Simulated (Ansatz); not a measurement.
## Al (hcp)

Computed with Ansatz (plane waves, PAW, 420 eV cutoff): PBE, scalar-relativistic, no spin polarisation, Γ-centred 16×16×10 mesh, 0.05 eV Gaussian smearing. The datasets are Ansatz's generated set soft_2.

```
CELL_PARAMETERS angstrom
2.84747 0.00000 0.00000
-1.42374 2.46598 0.00000
0.00000 0.00000 4.74158
ATOMIC_POSITIONS crystal
Al 0.33333 0.66667 0.75000
Al 0.66667 0.33333 0.25000
```

At room temperature and ambient pressure Al is fcc.

Path: Γ–M–K–Γ–A–L–H–A | L–M | H–K, with Γ = (0.000, 0.000, 0.000), M = (0.500, 0.000, 0.000), K = (0.333, 0.333, 0.000), A = (0.000, 0.000, 0.500), L = (0.500, 0.000, 0.500), H = (0.333, 0.333, 0.500) in reciprocal vectors of the calculation's cell.

Question: Is it a metal or an insulator, and if it has a gap, where are the band edges on this path?

Answer: A metal: bands cross the Fermi level.

Bands as a text map, energy in eV from the Fermi level (dashes), each leg drawn with the same width:
```
  4.86 |     *  *      *                *             *                    
  4.57 |             *                       *                *          * 
  4.29 |               *           *                                     * 
  4.00 |              *                               *                   *
  3.71 |         *     *  *            *               *       *           
  3.43 |   *         *                *       *                *           
  3.14 |            *               **               *  **                 
  2.86 |      *   **                                                       
  2.57 |             **                              *          *         *
  2.29 |            ***                 *                                 *
  2.00 |           * *                         *                         * 
  1.71 |       **** *    *         *                *            **        
  1.43 |       *** **  * *                                        *     *  
  1.14 |    *    ***                                                       
  0.86 |       ****    *                        *   *            **    *   
  0.57 |       **                 *                              **    *   
  0.29 |           *    *                *                            *    
  0.00 |-------------------------------------------*------------*-----*----
 -0.29 |      *         *                        *              *    *     
 -0.57 |      *                  *                 *                 *     
 -0.86 |     *      *   *                         *            *   **      
 -1.14 |                *                                           *      
 -1.43 |                                          *           *    *       
 -1.71 |     *                  *         *      *            *            
 -2.00 |     *       * * *                                   *      *      
 -2.29 |                 *                      * *          *     ***     
 -2.57 |    *                  *               * *          *        **    
 -2.86 |    *                                ** *           *         **** 
        Γ      M      K      Γ      A      L      H      AL       MH      K
```
